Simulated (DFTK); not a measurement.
A run of DFTK 0.8.2:

The input run.jl:

```julia
using DFTK
using PseudoPotentialData
using Unitful, UnitfulAtomic
using LinearAlgebra, Printf
include("save.jl")
disable_threading()

# lattice vectors are the columns
lattice = austrip(1u"Å") * [           0.0       2.701992       2.701992;
                 2.701992            0.0       2.701992;
                 2.701992       2.701992            0.0]
symbols   = [:Pb, :O, :O]
positions = [[0.0, 0.0, 0.0],
             [0.75, 0.75, 0.75],
             [0.25, 0.25, 0.25]]
pseudopotentials = Dict(:O => "O.upf", :Pb => "Pb.upf")
elements = Dict(s => ElementPsp(s, pseudopotentials; rcut=10.0) for s in unique(symbols))
atoms    = [elements[s] for s in symbols]

build_model(lattice, positions; symmetries=true) =
    model_DFT(lattice, atoms, positions;
              functionals=PBE(),
              temperature=austrip(0.05u"eV"),
              smearing=Smearing.FermiDirac(),
              symmetries)
Ecut  = 45.0  # hartree
kgrid = [9, 9, 9]
tol   = 1e-6
to_GPa = ustrip(uconvert(u"GPa", 1u"hartree/bohr^3"))

model = build_model(lattice, positions)
basis = PlaneWaveBasis(model; Ecut, kgrid)
display(basis)
scfres = self_consistent_field(basis;
                               tol,
                               nbandsalg=AdaptiveBands(model; n_bands_converge=18))
display(scfres.energies)
@printf "Fermi level: %.6f eV\n" ustrip(auconvert(u"eV", something(scfres.εF, NaN)))
forces = compute_forces_cart(scfres)
println("Forces (eV/Å)")
for (s, f) in zip(symbols, forces)
    @printf "%-3s %12.6f %12.6f %12.6f\n" s ustrip.(auconvert.(u"eV/Å", f))...
end
stress = compute_stresses_cart(scfres)
println("Stress (GPa)")
display(round.(stress * to_GPa; digits=4))
println("Levels at the first k-point (eV): ", round.(ustrip.(auconvert.(u"eV", scfres.eigenvalues[1][1:scfres.n_bands_converge])); digits=4))
save_scf!(scfres; forces, stress)
```

Potentials or basis: SG15 1.2 (PBE).

Run with:

```sh
$ julia --threads=1 run.jl  # save.jl only writes the numbers to a file and isn't shown; printed stress counts tension as positive; times include loading and compiling
```

Hardware: 1 thread of Intel(R) Xeon(R) Platinum 8175M CPU @ 2.50GHz (Skylake/Cascade Lake) (shared host).

Estimate the wall time of this run.

It took 6 min on 1 thread of Intel(R) Xeon(R) Platinum 8175M CPU @ 2.50GHz (Skylake/Cascade Lake), on a shared host, peak memory 1.9 GiB. Counts: scf iterations 12, k points 35, plane waves 3859, bands 18.
